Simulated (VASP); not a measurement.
# Er (Fm-3m) in VASP: notebook

One crystal, Er, is run at these levels: PBE; tasks: single point.

All numbers are computed with VASP 6.6.1; they aren't measurements. Logs are shortened: lines on timing, memory, paths and dates and some standing lists are left out, and cuts for length are marked.

## Step 1: The crystal as given

It takes space group Fm-3m (No. 225, cubic). Conventional cell: a = 4.960 Å, b = 4.960 Å, c = 4.960 Å, α = 90.00°, β = 90.00°, γ = 90.00°. Around Er (site symmetry m-3m) lie 12 Er at 3.51 Å.

This isn't the form of Er at room conditions, which is hcp.

## Step 2: Single point, PBE, collinear spin, ferromagnetic start

INCAR reads:

```
SYSTEM = Er
PREC     = Accurate       ! precision mode
ENCUT    = 450            ! plane-wave cutoff, eV
EDIFF    = 0.01           ! SCF threshold, eV
ISMEAR   = 0              ! smearing method
SIGMA    = 0.2            ! smearing width, eV
LREAL    = .False.        ! projectors in reciprocal space
LASPH    = .True.         ! aspherical terms in the spheres
NELM     = 100            ! most SCF steps
ALGO     = Normal         ! electronic algorithm
ISIF     = 2              ! what is computed and relaxed
LWAVE    = .False.        ! write WAVECAR
LCHARG   = .False.        ! write CHGCAR
ISPIN    = 2              ! spin polarisation
MAGMOM   = 3              ! initial moments
LORBIT   = 11             ! projections on sites
LMAXMIX  = 6              ! l up to which the mixer works
GGA      = PE             ! functional
ADDGRID  = .False.
```

KPOINTS reads:

```
Automatic mesh
0
Gamma
  6 6 6
  0 0 0
```

POSCAR reads:

```
Er
1.0
   -0.0089250000      2.4571370000      2.4791170000
    2.4542050000     -0.0023290000      2.4725200000
    2.4870360000      2.4833720000     -0.0351600000
Er
1
Direct
   -0.0043710000     -0.0077920000     -0.0181410000
```

Potentials or basis: VASP PAW PBE potentials, release 64 (Er_3), 4f in core.

Started as:

```sh
cat potpaw_PBE.64/Er_3/POTCAR > POTCAR
mpirun -np 1 vasp_std > vasp.out
```

OUTCAR:

```text
SYSTEM = Er
   PREC = Accurate
   ENCUT = 450
   EDIFF = 0.01
   ISMEAR = 0
   LREAL = .False.
   LASPH = .True.
   NELM = 100
   ISIF = 2
   ISPIN = 2
   LORBIT = 11
   GGA = PE

 Found    112 irreducible k-points:

 Following reciprocal coordinates:
            Coordinates               Weight
  0.000000  0.000000  0.000000      1.000000
  0.166667  0.000000 -0.000000      2.000000
  0.333333  0.000000 -0.000000      2.000000
  0.500000  0.000000 -0.000000      1.000000
 -0.000000  0.166667 -0.000000      2.000000
  0.166667  0.166667 -0.000000      2.000000
   k-points           NKPTS =    112   k-points in BZ     NKDIM =    112   number of bands    NBANDS=     10
   number of dos      NEDOS =    301   number of ions     NIONS =      1
   total plane-waves  NPLWV =  13824
   dimension x,y,z NGX =    24 NGY =   24 NGZ =   24
   dimension x,y,z NGXF=    48 NGYF=   48 NGZF=   48
   ions per type =               1
   NGX,Y,Z   is equivalent  to a cutoff of  11.43, 11.45, 11.35 a.u.
   NGXF,Y,Z  is equivalent  to a cutoff of  22.86, 22.91, 22.70 a.u.
 SYSTEM =  Er
   PREC   = accura    normal or accurate (medium, high low for compatibility)
   ISTART =      0    job   : 0-new  1-cont  2-samecut
   ICHARG =      2    charge: 1-file 2-atom 10-const
   ISPIN  =      2    spin polarized calculation?
   LNONCOLLINEAR =      F non collinear calculations
   LSORBIT =      F    spin-orbit coupling
   LASPH  =      T    aspherical Exc in radial PAW
   ENCUT  =  450.0 eV  33.07 Ry    5.75 a.u.   6.04  6.03  6.08*2*pi/ulx,y,z
   NELM   =    100;   NELMIN=  2; NELMDL= -5     # of ELM steps
   EDIFF  = 0.1E-01   stopping-criterion for ELM
   LREAL  =      F    real-space projection
   EDIFFG = 0.1E+00   stopping-criterion for IOM
   NSW    =      0    number of steps for IOM
   IBRION =     -1    ionic relax: 0-MD 1-quasi-New 2-CG
   NFREE  =      0    steps in history (QN), initial steepest desc. (CG)
   ISIF   =      2    stress and relaxation
   ISYM   =      2    0-nonsym 1-usesym 2-fastsym
   POTIM  = 0.5000    time-step for ionic-motion
   TEBEG  =    0.0;   TEEND  =   0.0 temperature during run
   PSTRESS=    0.0 pullay stress
   NELECT =       9.0000    total number of electrons
   NUPDOWN=      -1.0000    fix difference up-down
   EMIN   =  10.00;   EMAX   =-10.00  energy-range for DOS
   EFERMI =   0.00;   METHOD = LEGACY
   ISMEAR =     0;   SIGMA  =   0.20  broadening in eV -4-tet -1-fermi 0-gaus
   EFERMI_NEDOS =   21; number of points for ismear=-14 and -15
   IALGO  =     38    algorithm
   IMIX   =      4    mixing-type and parameters
     AMIX     =   0.40;   BMIX     =  1.00
     AMIX_MAG =   1.60;   BMIX_MAG =  1.00
  volume/ion in A,a.u.               =      30.50       205.83
  Fermi-wavevector in a.u.,A,eV,Ry     =   1.089904  2.059619 16.162220  1.187890
  Thomas-Fermi vector in A             =   2.226117
   LORBIT       =     11    0 simple, 1 ext, 2 COOP (PROOUT), +10 PAW based schemes
   GGA     = PE    functional components
   LHFCALC =     F    Hartree Fock is set to
   AEXX    =    0.0000 exact exchange contribution
   IVDW    =     0    specifies the selected vdW correction
   LEPSILON=     F    determine dielectric tensor
   LRPA    =     F    only Hartree local field effects (RPA)
 spin polarized calculation
 Gauss-broadening in eV      SIGMA  =   0.20
  energy-cutoff  :      450.00
  volume of cell :       30.50
 maximum number of plane-waves:       672
   NGX = 13   NGY = 13   NGZ = 13

 number of electron       9.0000000 magnetization       0.0388206

 number of electron       9.0000000 magnetization      -0.0787158

 Free energy of the ion-electron system (eV)
  ---------------------------------------------------
  ext. energy  EPLUGINS =         0.00000000
  ---------------------------------------------------
  free energy    TOTEN  =        -4.49365385 eV

  energy without entropy =       -4.46515452  energy(sigma->0) =       -4.47940418

 E-fermi :   3.0874     XC(G=0):  -9.8766

 val. band max:        3.0803003094   @ k =   0.1667  -0.1667   0.3333
 cond. band min:       3.0882824004   @ k =  -0.1667  -0.3333   0.1667
 fundamental gap:      0.0079820909
 Fermi energy:         3.0873546208

 spin component 1

 k-point     1 :       0.0000    0.0000    0.0000
  band No.  band energies     occupation
      1     -21.3221      1.00000
      2     -21.3102      1.00000
      3     -21.3074      1.00000
      4      -2.4440      1.00000
      5       4.9383      0.00000
      6       5.1770      0.00000
      7       5.2034      0.00000
      8       7.3838      0.00000
      9       7.4972      0.00000
     10      12.7225      0.00000

 k-point     2 :       0.1667    0.0000   -0.0000
  band No.  band energies     occupation
      1     -21.4695      1.00000
      2     -21.3385      1.00000
      3     -21.3297      1.00000
      4      -1.7023      1.00000
      5       4.4013      0.00000
      6       5.2581      0.00000
      7       5.4979      0.00000
      8       7.1398      0.00000
      9       7.2035      0.00000
     10      13.6507      0.00000

 k-point     3 :       0.3333    0.0000   -0.0000
  band No.  band energies     occupation
      1     -21.7703      1.00000
      2     -21.3761      1.00000
      3     -21.3722      1.00000
      4      -0.0696      1.00000
      5       3.6518      0.00003
      6       5.0589      0.00000
      7       5.2880      0.00000
      8       7.9893      0.00000
      9       8.1293      0.00000
     10      11.9231      0.00000

 k-point     4 :       0.5000    0.0000   -0.0000
  band No.  band energies     occupation
      1     -21.9142      1.00000
      2     -21.3973      1.00000
      3     -21.3907      1.00000
      4       0.7083      1.00000
      5       3.8212      0.00000
      6       4.7804      0.00000
      7       5.0081      0.00000
      8       9.0629      0.00000
      9       9.3069      0.00000
     10      11.3858      0.00000

 k-point     5 :      -0.0000    0.1667   -0.0000
  band No.  band energies     occupation
      1     -21.4691      1.00000
      2     -21.3402      1.00000
      3     -21.3316      1.00000
      4      -1.6962      1.00000
      5       4.4307      0.00000
      6       5.2447      0.00000
      7       5.4922      0.00000
      8       7.1148      0.00000
      9       7.1915      0.00000
     10      13.6464      0.00000

 k-point     6 :       0.1667    0.1667   -0.0000
  band No.  band energies     occupation
      1     -21.4644      1.00000
      2     -21.3706      1.00000
      3     -21.3622      1.00000
      4      -1.4694      1.00000
      5       4.0389      0.00000
      6       5.6644      0.00000
      7       5.7829      0.00000
      8       6.0009      0.00000
      9       7.8574      0.00000
     10      14.8567      0.00000

 [... further k-points ...]

 spin component 2

 k-point     1 :       0.0000    0.0000    0.0000
  band No.  band energies     occupation
      1     -21.3380      1.00000
      2     -21.3264      1.00000
      3     -21.3235      1.00000
      4      -2.5234      1.00000
      5       4.8960      0.00000
      6       5.1356      0.00000
      7       5.1621      0.00000
      8       7.3732      0.00000
      9       7.4877      0.00000
     10      12.5727      0.00000

 k-point     2 :       0.1667    0.0000   -0.0000
  band No.  band energies     occupation
      1     -21.4863      1.00000
      2     -21.3545      1.00000
      3     -21.3459      1.00000
      4      -1.7816      1.00000
      5       4.3452      0.00000
      6       5.2171      0.00000
      7       5.4595      0.00000
      8       7.1245      0.00000
      9       7.1893      0.00000
     10      13.5539      0.00000

 k-point     3 :       0.3333    0.0000   -0.0000
  band No.  band energies     occupation
      1     -21.7883      1.00000
      2     -21.3923      1.00000
      3     -21.3885      1.00000
      4      -0.1481      1.00000
      5       3.5787      0.00026
      6       5.0240      0.00000
      7       5.2582      0.00000
      8       7.9704      0.00000
      9       8.1081      0.00000
     10      11.8582      0.00000

 k-point     4 :       0.5000    0.0000   -0.0000
  band No.  band energies     occupation
      1     -21.9328      1.00000
      2     -21.4137      1.00000
      3     -21.4070      1.00000
      4       0.6319      1.00000
      5       3.7365      0.00000
      6       4.7464      0.00000
      7       4.9794      0.00000
      8       9.0509      0.00000
      9       9.2940      0.00000
     10      11.3521      0.00000

 k-point     5 :      -0.0000    0.1667   -0.0000
  band No.  band energies     occupation
      1     -21.4859      1.00000
      2     -21.3562      1.00000
      3     -21.3478      1.00000
      4      -1.7753      1.00000
      5       4.3744      0.00000
      6       5.2039      0.00000
      7       5.4539      0.00000
      8       7.0992      0.00000
      9       7.1766      0.00000
     10      13.5495      0.00000

 k-point     6 :       0.1667    0.1667   -0.0000
  band No.  band energies     occupation
      1     -21.4811      1.00000
      2     -21.3868      1.00000
      3     -21.3785      1.00000
      4      -1.5483      1.00000
      5       3.9816      0.00000
      6       5.6225      0.00000
      7       5.7420      0.00000
      8       5.9776      0.00000
      9       7.8494      0.00000
     10      14.7260      0.00000

 [... further k-points ...]
[... 5 lines left out ...]
  --------------------------------------------------------------------------------------
  -------------------------------------------------------------------------------------
  Total        0.1624859      0.1703650      0.1122577     -0.0595658      0.0690646      0.1003268
  in kB        8.5353888      8.9492813      5.8968991     -3.1289927      3.6279656      5.2701699
  external PRESSURE =       7.7938564 kB  Pullay stress =       0.0000000 kB

 VOLUME and BASIS-vectors are now :
 -----------------------------------------------------------------------------
  energy-cutoff  :      450.00
  volume of cell :       30.50
      direct lattice vectors                 reciprocal lattice vectors
    -0.008925000  2.457137000  2.479117000    -0.201313527  0.204442392  0.200014888
     2.454205000 -0.002329000  2.472520000     0.204685885 -0.202140878  0.201085569
     2.487036000  2.483372000 -0.035160000     0.199378760  0.200206110 -0.197713292

 POSITION                                       TOTAL-FORCE (eV/Angst)
 -----------------------------------------------------------------------------------
      4.86811      4.88241      4.88701         0.000000      0.000000      0.000000
 -----------------------------------------------------------------------------------
    total drift:                               -0.000002     -0.000001     -0.000000

  FREE ENERGIE OF THE ION-ELECTRON SYSTEM (eV)
  ---------------------------------------------------
  free  energy   TOTEN  =        -4.4936538520 eV

  energy  without entropy=       -4.4651545165  energy(sigma->0) =       -4.47940418

 total charge

# of ion       s       p       d       tot
------------------------------------------
    1        0.517   6.503   1.102   8.122

 magnetization (x)

# of ion       s       p       d       tot
------------------------------------------
    1       -0.000  -0.017  -0.018  -0.035
```

Wall time 13 s (1 thread of Intel Xeon 6975P-C (Granite Rapids), shared host); peak memory 0.17 GiB.

These settings aren't checked as converged: the numbers below hold their error.

What came out:

| Quantity | Value |
| --- | --- |
| Free energy | -4.4937 eV |
| Pressure | 0.8 GPa |
| Band gap on the k mesh | none (metal or under the smearing width) |
| Net moment | -0.08 μB per cell |
| Site moments | Er -0.04 μB |
| Valence electrons inside the program's atomic spheres | Er 8.12 |

Caveat: the k mesh is coarse (spacing up to 0.37 Å⁻¹), so the values aren't converged; the magnetic or orbital state may not be the lowest; spin-orbit coupling is left out, which moves the levels of the heavy elements; the 4f electrons are frozen in the core as for a trivalent ion, so they carry no moment and show no levels.

(Continued in part 2 of 2.)
